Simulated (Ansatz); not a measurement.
Independent-particle absorption of C (P6_3/mmc, a = 2.512 Å, b = 2.512 Å, c = 4.180 Å, α = 90.00°, β = 90.00°, γ = 120.00°), no local fields or excitons, 0.1 eV broadening. Theory: DFT PBE, scalar-relativistic, plane waves, PAW (Ansatz 0.2.0).

Cutoff 420 eV; k points 12×12×6 on the computed 4-atom cell (Γ-centred); Gaussian smearing, width 0.02 eV; no spin polarisation. The spectrum is summed on a 18×18×9 mesh.

```
C
1.0
     2.51156    0.00000    0.00000
    -1.25578    2.17508    0.00000
     0.00000    0.00000    4.18036
C
4
Direct
  0.33333 0.66667 0.06273
  0.66667 0.33333 0.56273
  0.33333 0.66667 0.43727
  0.66667 0.33333 0.93727
```

```tsv
photon energy (eV)	ε2,zz
0.0	0.00
0.4	0.00
0.8	0.00
1.2	0.00
1.6	0.00
2.0	0.00
2.4	0.00
2.8	0.00
3.2	0.00
3.6	0.00
4.0	0.00
4.4	0.00
4.8	0.00
5.2	0.35
5.6	0.59
6.0	1.59
6.4	2.42
6.8	3.04
7.2	3.58
7.6	4.07
8.0	4.54
8.4	5.05
8.8	5.67
9.2	6.50
9.6	8.31
10.0	13.38
10.4	18.74
10.8	18.14
11.2	15.42
11.6	15.05
12.0	10.92
12.4	8.85
12.8	7.42
13.2	6.04
13.6	5.04
14.0	4.66
```

The strongest peak lies near 10.6 eV. ε∞ (xx, yy, zz) = 5.8, 5.8, 6.1.

Cost: 1 run of about 0.55 core-minutes, on Arm Neoverse V2 (shared hosts).